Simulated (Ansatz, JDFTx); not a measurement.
This is a calculation of Sb (Antimony) for JDFTx 1.7.0 (patched build). 

Contents of Sb.in:

```
lattice \
    4.0708480177    -4.0708480177     0.0000000000 \
    2.3503051989     2.3503051989    -4.7006103977 \
    7.1015907763     7.1015907763     7.1015907763
coords-type Cartesian
ion Sb     0.0000000000     0.0000000000    16.3303210379 1
ion Sb     0.0000000000     0.0000000000     4.9744512911 1

ion-species pseudo/Sb.upf
elec-cutoff 42 336
elec-ex-corr lda-PW
kpoint-folding 8 8 8
elec-smearing Gauss 0.00091873305
elec-n-bands 22
electronic-SCF nIterations 100 energyDiffThreshold 1e-09
electronic-minimize nIterations 30 energyDiffThreshold 1e-7
converge-empty-states yes
forces-output-coords Cartesian

dump-name run.$VAR
dump End Ecomponents EigStats BandEigs Kpoints Forces Stress
```

Potentials or basis: PseudoDojo-SR-LDA-0.4.1-standard with smoothed tails.

Run with:

```console
$ jdftx -c 1 -i Sb.in -o Sb.out
```

Problem. Translate it to Ansatz 0.2.0. Potentials or basis there: all-electron LAPW, scalar-relativistic.

Solution. As run (cutoffs and basis follow the program's own potentials, and thresholds, step limits or extra output files can differ):

Contents of input.yaml:

```yaml
crystal:
  lattice:
    - [2.1542, 1.2437279499, 3.758]
    - [-2.1542, 1.2437279499, 3.758]
    - [0.0, -2.4874558998, 3.758]
  atoms:
    - { symbol: Sb, position: [0.76651, 0.76651, 0.76651] }
    - { symbol: Sb, position: [0.23349, 0.23349, 0.23349] }
kpoints:
  mp_grid: { grid: [8, 8, 8] }
scf:
  occupations: { method: gaussian, width: 0.05 }
hamiltonian:
  xc: lda
  pseudopotentials: { kind: all_electron, lapw: { basis_error: 0.001 } }
output:
  forces: true
  stress: true
  eigenvalues: true
```

Potentials or basis: all-electron LAPW, scalar-relativistic.

The run is started by

```bash
$ ansatz run input.yaml --threads 1 --pin off --max-ram 3072MiB --backend cpu --events-out ev --progress --plain --runs-dir out
```

Both were run:

|  | JDFTx | Ansatz |
| --- | --- | --- |
| Pressure | -1.2 GPa | -1.2 GPa |

Where Ansatz's input types no cutoff or centring, it takes its own default and a Γ-centred mesh.

The two programs' LDA may be different fits to the electron gas.

Pressure is positive in compression.
